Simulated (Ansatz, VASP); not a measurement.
Given: the input of a run of VASP 6.6.1 on SnO2.

Contents of INCAR:

```
PREC     = Accurate       # precision mode
ENCUT    = 520            # plane-wave cutoff, eV
EDIFF    = 1E-7           # SCF threshold, eV
ISMEAR   = -1             # smearing method
SIGMA    = 0.05           # smearing width, eV
LREAL    = F              # projectors in reciprocal space
LASPH    = T              # aspherical terms in the spheres
NELM     = 100            # most SCF steps
ALGO     = Normal         # electronic algorithm
ISIF     = 2              # what is computed and relaxed
LWAVE    = F              # write WAVECAR
LCHARG   = F              # write CHGCAR
GGA      = PE             # functional
NBANDS   = 20             # bands
```

Contents of KPOINTS:

```
Automatic mesh
0
Gamma
  9 9 9
```

File POSCAR:

```
SnO2
1.0
    0.0000000000      2.5216015818      2.5216015818
    2.5216015818      0.0000000000      2.5216015818
    2.5216015818      2.5216015818      0.0000000000
Sn O
1 2
Direct
    0.0000000000      0.0000000000      0.0000000000
    0.7500000000      0.7500000000      0.7500000000
    0.2500000000      0.2500000000      0.2500000000
```

Potentials or basis: VASP PAW PBE potentials, release 64 (Sn_d, O).

Launch:

```sh
$ cat potpaw_PBE.64/Sn_d/POTCAR potpaw_PBE.64/O/POTCAR > POTCAR
$ mpirun -np 1 vasp_std > vasp.out
```

Set up the same calculation for Ansatz 0.2.0. Potentials there: Ansatz PAW.

As run (the cutoff follows the program's own potentials):

input.yaml

```yaml
crystal:
  lattice:
    - [0.0, 2.5216015818, 2.5216015818]
    - [2.5216015818, 0.0, 2.5216015818]
    - [2.5216015818, 2.5216015818, 0.0]
  atoms:
    - { symbol: Sn, position: [0.0, 0.0, 0.0] }
    - { symbol: O, position: [0.75, 0.75, 0.75] }
    - { symbol: O, position: [0.25, 0.25, 0.25] }
hamiltonian:
  xc: pbe
  pseudopotentials: { kind: paw }
kpoints:
  mp_grid: { grid: [9, 9, 9] }
scf:
  occupations: { method: fermi_dirac, width: 0.05 }
output:
  forces: true
  stress: true
  eigenvalues: true
```

Potentials or basis: Ansatz PAW.

Launch:

```console
$ ansatz run input.yaml --threads 2 --pin off --max-ram 5120MiB --backend cpu --events-out ev --progress --plain --runs-dir out
```

Both were run:

|  | VASP | Ansatz | Ansatz less VASP |
| --- | --- | --- | --- |
| gap on the k mesh at the Fermi level (eV) | 0.51 | 0.52 | +0.008 |
| least direct gap on the mesh (eV) | 1.85 | 1.86 | +0.005 |
| pressure (GPa) | 13.4 | 12.7 | -0.77 |

Caveats: spin-orbit coupling is left out, which moves the levels of the heavy elements; an odd mesh through Γ misses points on the zone boundary, where band edges often lie (VASP); odd divisions of the mesh miss points on the zone boundary, where band edges often lie, so the gap on the mesh can be too wide (Ansatz); the pressure holds a Pulay correction of +1.1 GPa for the finite cutoff (Ansatz).
